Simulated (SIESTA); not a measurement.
The system is HfC.

```xyz
2
Lattice="0.0000 2.3250 2.3250 2.3250 0.0000 2.3250 2.3250 2.3250 0.0000" Properties=species:S:1:pos:R:3 pbc="T T T"
Hf    2.3250    2.3250    2.3250
C     0.0000    0.0000    0.0000
```

Base run:

```yaml
Program: SIESTA 5.4.2
Functional: PBEsol
Potentials_or_basis: PseudoDojo 0.4 standard (PBEsol files)
Basis: DZP (energy shift 0.003 Ry; two zetas on semicore shells)
Grid_cutoff: 800 Ry
Energy_shift: 0.003 Ry
k_mesh: 10 × 10 × 10
Occupations: fermi-dirac, width 0.05 eV
Spin: no spin polarisation
```

Its results: band gap on the k mesh none (metal or under the smearing width); pressure -3.6 GPa.

**Question.** The run is repeated on the same cell with these changes: functional from PBEsol to LDA; potentials or basis from PseudoDojo 0.4 standard (PBEsol files) to PseudoDojo 0.4 standard (LDA files). What comes out?

**Answer.** Band gap on the k mesh none (metal or under the smearing width); pressure -9.9 GPa.

Caveats: short orbitals over semicore shells can move pressures by several GPa; spin-orbit coupling is left out, which moves the levels of the heavy elements; the basis of atomic orbitals isn't converged, which shifts pressures, moduli and gaps.
